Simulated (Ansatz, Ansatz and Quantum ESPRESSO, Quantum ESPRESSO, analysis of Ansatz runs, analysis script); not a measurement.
## Br_i in KBr (Fm-3m): one cell, two programs (Ansatz and Quantum ESPRESSO)

How far apart do two plane-wave programs put the levels and formation energies of Br_i in KBr (Fm-3m)? Both take a cell of 54 host atoms with 1 Br put in.

Main program and level: Ansatz and Quantum ESPRESSO; two programs on one cell.

## (1) The starting structure

The cell holds 55 atoms: 27 K and 28 Br. Cell: a = 13.515 Å, b = 13.515 Å, c = 13.515 Å, α = 60.0°, β = 60.0°, γ = 60.0°. It derives from KBr (space group Fm-3m). Nearest the centre at fractional (0.083, 0.750, 0.750): Br55 at 0.00 Å, K17 at 2.76 Å, Br54 at 2.76 Å, Br16 at 2.76 Å, Br12 at 2.76 Å, K13 at 2.76 Å, K5 at 2.76 Å, K35 at 2.76 Å.

Structure file:

```xyz
55
Lattice="0.0000 9.5569 9.5569 9.5569 0.0000 9.5569 9.5569 9.5569 0.0000" Properties=species:S:1:pos:R:3 pbc="T T T"
K     0.0000    0.0000    0.0000
Br    3.1856    3.1856    3.1856
K     3.1856    3.1856    0.0000
Br    6.3712    6.3712    3.1856
K     6.3712    6.3712    0.0000
Br    9.5569    9.5569    3.1856
K     3.1856    0.0000    3.1856
Br    6.3712    3.1856    6.3712
K     6.3712    3.1856    3.1856
Br    9.5569    6.3712    6.3712
K     9.5569    6.3712    3.1856
Br   12.7425    9.5569    6.3712
K     6.3712    0.0000    6.3712
Br    9.5569    3.1856    9.5569
K     9.5569    3.1856    6.3712
Br   12.7425    6.3712    9.5569
K    12.7425    6.3712    6.3712
Br   15.9281    9.5569    9.5569
K     0.0000    3.1856    3.1856
Br    3.1856    6.3712    6.3712
K     3.1856    6.3712    3.1856
Br    6.3712    9.5569    6.3712
K     6.3712    9.5569    3.1856
Br    9.5569   12.7425    6.3712
K     3.1856    3.1856    6.3712
Br    6.3712    6.3712    9.5569
K     6.3712    6.3712    6.3712
Br    9.5569    9.5569    9.5569
K     9.5569    9.5569    6.3712
Br   12.7425   12.7425    9.5569
K     6.3712    3.1856    9.5569
Br    9.5569    6.3712   12.7425
K     9.5569    6.3712    9.5569
Br   12.7425    9.5569   12.7425
K    12.7425    9.5569    9.5569
Br   15.9281   12.7425   12.7425
K     0.0000    6.3712    6.3712
Br    3.1856    9.5569    9.5569
K     3.1856    9.5569    6.3712
Br    6.3712   12.7425    9.5569
K     6.3712   12.7425    6.3712
Br    9.5569   15.9281    9.5569
K     3.1856    6.3712    9.5569
Br    6.3712    9.5569   12.7425
K     6.3712    9.5569    9.5569
Br    9.5569   12.7425   12.7425
K     9.5569   12.7425    9.5569
Br   12.7425   15.9281   12.7425
K     6.3712    6.3712   12.7425
Br    9.5569    9.5569   15.9281
K     9.5569    9.5569   12.7425
Br   12.7425   12.7425   15.9281
K    12.7425   12.7425   12.7425
Br   15.9281   15.9281   15.9281
Br   14.3353    7.9640    7.9640
```

Known beforehand: the electronic dielectric constant, 2.73, and the static one, 4.66, computed on the host (DFPT, PBEsol, on the LDA cell (Ansatz)), and a cell off the functional's own equilibrium shifts the ionic part.

The cell's shortest repeat is 13.5 Å.

## (2) Ansatz: the charge states

Each charge needs its own total energy at its own relaxed structure. The atoms start from small random displacements, which break the symmetry of the ideal sites. A uniform background keeps charged cells neutral.

Method: plane-wave PAW DFT, LDA. One state in full; the table below says how the others differ.

input.yaml reads:

```yaml
crystal:
  lattice:
    - [0.0, 9.5568502638, 9.5568502638]
    - [9.5568502638, 0.0, 9.5568502638]
    - [9.5568502638, 9.5568502638, 0.0]
  atoms:
    - { symbol: K, position: [0.0043543512, -0.0025479738, -0.000523582] }
    - { symbol: Br, position: [0.1665479943, 0.1624482055, 0.1685547115] }
    - { symbol: K, position: [0.0031150632, -0.0021045191, 0.3353508601] }
[... 1 atom line left out ...]
    - { symbol: K, position: [0.0023481215, 0.0027177492, 0.6632279475] }
[... 4 atom lines left out ...]
    - { symbol: Br, position: [0.1655722929, 0.5021081304, 0.5027501547] }
[... 1 atom line left out ...]
    - { symbol: Br, position: [0.1628965898, 0.5019328576, 0.836218557] }
    - { symbol: K, position: [-0.000860017, 0.6640213732, 0.0043499076] }
[... 2 atom lines left out ...]
    - { symbol: Br, position: [0.1694662962, 0.8292308869, 0.4996881876] }
    - { symbol: K, position: [0.0034297419, 0.6654533648, 0.6631417637] }
    - { symbol: Br, position: [0.1689671565, 0.8290489829, 0.8352624091] }
[... 16 atom lines left out ...]
    - { symbol: K, position: [0.3359538473, 0.6635778825, 0.6645711101] }
[... 16 atom lines left out ...]
    - { symbol: Br, position: [0.8333916267, 0.8344713918, 0.5029625855] }
[... 1 atom line left out ...]
    - { symbol: Br, position: [0.8324164579, 0.8294629519, 0.8355115326] }
    - { symbol: Br, position: [0.0828481788, 0.7516104269, 0.7459795805] }
total_charge: -1
basis:
  ecutwfc: 420
  xc_grid: 2
hamiltonian:
  xc: lda
kpoints:
  mp_grid: { grid: [1, 1, 1], shift: [0.25, 0.25, 0.25] }
scf:
  occupations: { method: fixed }
  max_iter: 100
output:
  forces: true
  eigenvalues: unsolved
  write_density: true
  write_potential: true
  volumetric_format: npy
relax:
  f_tol: 0.02
  max_steps: 70
```

Started as:

```sh
$ ansatz run input.yaml --threads 2 --pin off --max-ram 7536MiB --backend cpu --events-out ev --progress --plain --runs-dir out
```

Numbers of over 12 decimals in the logs are rounded to 6 here.

Output:

```text
[... repeated set-up lines and file paths are left out, and long positions are rounded to six places ...]
settings of this run that can trade accuracy for cost: output.eigenvalues: unsolved. Do not mix this run's numbers with those of runs without the same settings; the input reference describes each key
The last accepted step is kept in <dir> (removed where the run ends without a failure and the disk answers)
Engine: ansatz 0.2.0, aarch64-unknown-linux-gnu
Pseudopotentials: kind: paw
Pseudopotential: K, paw, valence charge 9, recommended cutoff 420 eV (normal), K.paw.azcp
Pseudopotential: Br, paw, valence charge 7, recommended cutoff 420 eV (normal), Br.paw.azcp
Functional definition: SPW92
  exchange = slater_x
  correlation = pw_c
Crystal: 55 atoms, lattice volume = 1745.719 Å³
Basis set: ecut = 420 eV, 34327 PW (Γ), exchange–correlation on 192×192×192 points (8 copies of the dense FFT grid, shifted against one another)
[...]
atoms:
    - { symbol: K, position: [-0.003963, 0.004181, 0.004972] }
    - { symbol: Br, position: [0.165366, 0.167402, 0.168086] }
    [... 2 atoms left out ...]
    - { symbol: K, position: [-0.004053, 0.011272, 0.663204] }
    [... 4 atoms left out ...]
    - { symbol: Br, position: [0.168137, 0.496953, 0.497800] }
    [... 1 atom left out ...]
    - { symbol: Br, position: [0.183087, 0.450144, 0.850154] }
    - { symbol: K, position: [-0.003780, 0.662607, 0.011400] }
    [... 2 atoms left out ...]
    - { symbol: Br, position: [0.183304, 0.849513, 0.450336] }
    - { symbol: K, position: [-0.004019, 0.662390, 0.663297] }
    - { symbol: Br, position: [0.183215, 0.849477, 0.850249] }
    [... 16 atoms left out ...]
    - { symbol: K, position: [0.344018, 0.662731, 0.663349] }
    [... 18 atoms left out ...]
    - { symbol: Br, position: [0.782925, 0.849633, 0.850507] }
    - { symbol: Br, position: [0.082662, 0.750092, 0.750105] }
settings of this run that can trade accuracy for cost: output.eigenvalues: unsolved. Do not mix this run's numbers with those of runs without the same settings; the input reference describes each key
[key lines of the parts left out:]
SCF converged after 5 iterations
Free energy (F): -115917.125920 eV
Fermi energy:    3.114923 eV
```

It took 3.4 min on 2 threads of Arm Neoverse V1, shared host; peak memory 2.3 GiB; 6.7 min of CPU time.

The runs, on 2 threads of Arm Neoverse V1, shared host:

```tsv
charge	moment held (μB)	k-points	occupations	outcome	force calls	largest force component (eV/Å)	time
−1	no spin	one point at (¼, ¼, ¼)	fixed	converged	5	0.0028	3.4 min
+1	no spin	one point at (¼, ¼, ¼)	fixed	not converged	-	-	3.6 min
+1	no spin	one point at (¼, ¼, ¼)	0.01 eV wide	converged	11	0.018	11 min
0	1	one point at (¼, ¼, ¼)	fixed	converged	12	0.019	24 min
```

## (3) Quantum ESPRESSO: the charge states

Each charge needs its own total energy at its own relaxed structure. Quantum ESPRESSO starts from the structures that Ansatz relaxed in the same cell. A uniform background keeps charged cells neutral.

Method: Quantum ESPRESSO plane-wave DFT, LDA, GBRV 1.5 LDA potentials. One state in full; the table below says how the others differ.

pw.in reads:

```
&CONTROL
  calculation = 'relax'
  prefix = 'pwscf'
  outdir = './tmp'
  pseudo_dir = './pseudo'
  tprnfor = .true.
  disk_io = 'low'
  nstep = 70
  forc_conv_thr = 0.00078
  etot_conv_thr = 0.0001
/
&SYSTEM
  ibrav = 0
  nat = 55
  ntyp = 2
  ecutwfc = 40
  ecutrho = 324
  nbnd = 224
  occupations = 'fixed'
  tot_charge = -1
  nosym = .true.
/
&ELECTRONS
  conv_thr = 6d-08
  electron_maxstep = 100
  mixing_beta = 0.5
/
&IONS
  ion_dynamics = 'bfgs'
/
ATOMIC_SPECIES
K     39.0983 k_lda_v1.4.uspp.F.UPF
Br    79.9040 br_lda_v1.4.uspp.F.UPF
CELL_PARAMETERS angstrom
   0.0000000000    9.5568502638    9.5568502638
   9.5568502638    0.0000000000    9.5568502638
   9.5568502638    9.5568502638    0.0000000000
ATOMIC_POSITIONS crystal
K     -0.0039625353    0.0041807317    0.0049722524
Br     0.1653658489    0.1674020583    0.1680864579
[... 1 atom line left out ...]
Br     0.1680429983    0.1700414841    0.4976782394
K     -0.0040527668    0.0112717788    0.6632044487
[... 6 atom lines left out ...]
Br     0.1830872326    0.4501440395    0.8501536045
K     -0.0037795577    0.6626074210    0.0113999600
[... 2 atom lines left out ...]
Br     0.1833038987    0.8495132931    0.4503360022
K     -0.0040187262    0.6623896494    0.6632966285
Br     0.1832152561    0.8494774203    0.8502491437
[... 15 atom lines left out ...]
Br     0.5034370429    0.8345227767    0.4977209935
K      0.3440177116    0.6627314069    0.6633488614
[... 4 atom lines left out ...]
Br     0.8304991426    0.1699081415    0.4977175541
[... 13 atom lines left out ...]
Br     0.7829251826    0.8496334602    0.8505070411
Br     0.0826620901    0.7500921332    0.7501045892
K_POINTS crystal
1
0.25 0.25 0.25 1.0
```

pp_potential.in reads:

```
&INPUTPP
  prefix = 'pwscf'
  outdir = './tmp'
  filplot = 'potential.dat'
  plot_num = 11
/
&PLOT
  nfile = 1
  filepp(1) = 'potential.dat'
  iflag = 3
  output_format = 6
  fileout = 'potential.cube'
/
```

Started as:

```sh
$ OMP_NUM_THREADS=1 mpirun -n 2 pw.x -in pw.in > pw.out
$ OMP_NUM_THREADS=1 mpirun -n 2 pp.x -in pp_potential.in > pp_potential.out
```

Output:

```text
[shortened: banners, details of potentials and solvers, and blank lines are left out]
     bravais-lattice index     =            0
     lattice parameter (alat)  =      25.5405  a.u.
     unit-cell volume          =   11780.6958 (a.u.)^3
     number of atoms/cell      =           55
     number of atomic types    =            2
     number of electrons       =       440.00
     number of Kohn-Sham states=          224
     kinetic-energy cutoff     =      40.0000  Ry
     charge density cutoff     =     324.0000  Ry
     scf convergence threshold =      6.0E-08
     mixing beta               =       0.5000
     number of iterations used =            8  plain     mixing
     energy convergence thresh.=      1.0E-04
     force convergence thresh. =      7.8E-04
     Exchange-correlation=  SLA  PZ   NOGX NOGC
                           (   1   1   0   0   0   0   0)
     nstep                     =           70
     crystal axes: (cart. coord. in units of alat)
               a(1) = (   0.000000   0.707107   0.707107 )
[...]
total energy              =   -2848.26665660 Ry
     estimated scf accuracy    <       0.00000010 Ry
     iteration # 15     ecut=    40.00 Ry     beta= 0.50
[...]
k = 0.1768 0.1768 0.1768 ( 50307 PWs)   bands (ev):
   -25.7039 -25.7006 -25.7001 -25.6999 -25.6981 -25.6976 -25.6656 -25.6624
[...]
highest occupied, lowest unoccupied level (ev):     3.1429    6.2572
!    total energy              =   -2848.26665663 Ry
     estimated scf accuracy    <       0.00000001 Ry
[...]
convergence has been achieved in  15 iterations
     Forces acting on atoms (cartesian axes, Ry/au):
     atom    1 type  1   force =    -0.00001442   -0.00001601    0.00000100
[...]
Total force =     0.000327     Total SCF correction =     0.000102
[...]
bfgs converged in   1 scf cycles and   0 bfgs steps
[...]
End of BFGS Geometry Optimization
     Final energy             =   -2848.2666566344 Ry
[...]
ATOMIC_POSITIONS (crystal)
K               -0.0039625353        0.0041807317        0.0049722524
[...]
JOB DONE.
```

Run time: 18 min. Hardware: 2 MPI ranks; peak memory 6 GiB; 37 min of CPU time.

The runs, on 2 MPI ranks of Arm Neoverse V1, shared host:

```tsv
charge	moment held (μB)	k-points	occupations	outcome	force calls	largest force component (eV/Å)	time
−1	no spin	one point at (¼, ¼, ¼)	fixed	converged	1	0.0019	18 min
0	1	one point at (¼, ¼, ¼)	fixed	converged	1	0.016	27 min
+1	no spin	one point at (¼, ¼, ¼)	0.01 eV wide	converged	4	0.013	36 min
```

## (4) Corrections

A charged cell interacts with its periodic copies and the background. The energy of a point charge, screened by the host's static dielectric constant, removes the leading part. The potential at far atoms (Gaussian weight of 0.7 Å), less the host's and less the model's, gives a shift, which enters times the charge. Each program has its own host run, band edges and elemental references.

Ansatz, by state, in eV:

```tsv
charge	moment (μB)	energy over the host, electrons at the valence top	point-charge term	shift at far sites	its spread	correction
−1	0	-2690.57	0.371	0.130	0.100	0.240
0	1	-2692.39	0.000	0.129	0.082	0.000
+1	0	-2694.19	0.371	0.114	0.073	0.485
```

Quantum ESPRESSO, by state, in eV:

```tsv
charge	moment (μB)	energy over the host, electrons at the valence top	point-charge term	shift at far sites	its spread	correction
−1	0	-630.189	0.371	0.131	0.100	0.239
0	1	-631.999	0.000	0.130	0.083	0.000
+1	0	-633.789	0.371	0.114	0.075	0.485
```

## (5) Side by side

Gap and levels in eV, each from its own valence top; in brackets without the correction:

```tsv
program	gap	(+1/0)	(0/−1)
Ansatz	4.321	1.312 (1.797)	2.058 (1.817)
Quantum ESPRESSO	4.319	1.304 (1.789)	2.050 (1.810)
```

Formation energies in eV, Fermi level at the valence top, the exchanged atoms taken from or given to their elements:

```tsv
charge	Ansatz	Quantum ESPRESSO	difference
+1	0.138	0.146	0.008
0	1.450	1.451	0.001
−1	3.508	3.501	-0.007
```

## (6) Results

- difference in the gap: 0.002 eV
- largest difference in a level: 0.008 eV
- largest difference in a formation energy: 0.008 eV

What this shows: The corrected levels differ by at most 0.008 eV, at (+1/0), the gaps by 0.002 eV and the formation energies by 0.008 eV. Ansatz gives (+1/0) at 1.31 and (0/−1) at 2.06 eV above the valence top, in a gap of 4.32 eV (charges −1 to +1 were run). Quantum ESPRESSO gives (+1/0) at 1.30 and (0/−1) at 2.05 eV above the valence top, in a gap of 4.32 eV (charges −1 to +1 were run). From the first structures the second relaxations gained under 0.001 eV. The remarks that follow take the numbers of Ansatz. The largest move off an ideal site is 0.6 Å at charge −1 and 1.7 Å at 0; each charge was relaxed from one start, so a lower structure may have been missed. The added atom ends up to 1.7 Å from its starting site, where the model charge stands; other sites weren't tried, so a charge may sit in a place that isn't its lowest. Under Br-rich conditions the lowest formation energy of the charges run is negative for Fermi levels from 3.51 to 4.32 eV. Core time for the states listed: 83 min with Ansatz, from displaced ideal sites, 2.7 h with Quantum ESPRESSO from relaxed ones, on shared hosts. Agreement tests the programs, not the model: both share the functional (LDA in two fits of the correlation), the cell, the sampling and the correction. Limits: one k-point off the zone centre stands for the whole zone; LDA makes the gap too small and tends to spread out bound carriers.

[Logs are printed without paths, hosts, clocks, repeated set-up lines and the standing remarks that a program may print on its own settings, such as how far it seeks lower states.]

[Hosts, paths, dates, database ids (printed as entryN), source tags and the programs' standing remarks are cut or masked in the printed files.]

[Where a table of states has a column of steps, it counts the stored structures, which are thinned; the runs took as many ionic steps or more.]

[For some hosts the program warned that the k-mesh of the response run may be too coarse for force constants and the static dielectric constant; such warnings are not shown here.]
